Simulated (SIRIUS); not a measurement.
SiC (Moissanite 3C) in SIRIUS: convergence with smearing width

The system is SiC (Moissanite 3C).

```
CELL_PARAMETERS angstrom
0.00000 2.17900 2.17900
2.17900 0.00000 2.17900
2.17900 2.17900 0.00000
ATOMIC_POSITIONS crystal
Si 0.00000 0.00000 0.00000
C 0.75000 0.75000 0.75000
```

```yaml
Program: SIRIUS 7.12.0
Task: convergence study
Functional: PBEsol
Potentials_or_basis: all-electron FP-LAPW
Cutoff: 303 eV
Basis: apw+lo standard
k_mesh: 10 × 10 × 10
Occupations: fermi-dirac, width 0.3 eV
Spin: no spin polarisation
```

These are the settings of the first run; the series varies smearing width, with any setting tied to it.

Hardware: 1 thread of Arm Neoverse V1, on a shared host.

```
smearing width  energy less the tightest run, at zero smearing (meV/atom)  gap on the mesh (eV)  SCF cycles  CPU time (s)  peak memory (GiB)
        0.3 eV                                                       1.85                 1.251           7            56                0.5
        0.2 eV                                                       0.33                 1.247           7            55                0.5
        0.1 eV                                                       0.01                 1.246           7            56                0.5
       0.05 eV                                                       0.00                 1.246           7            55                0.5
      0.025 eV                                                       0.00                 1.246           7            56                0.5
       0.01 eV                                                       0.00                 1.246           7            55                0.5
```

Against the tightest run, the energy stays within 1 meV/atom from 0.2 eV on; the gap on the mesh stays within 0.01 eV from 0.3 eV on. The tightest run that finished is the yardstick and may itself not be fully converged.
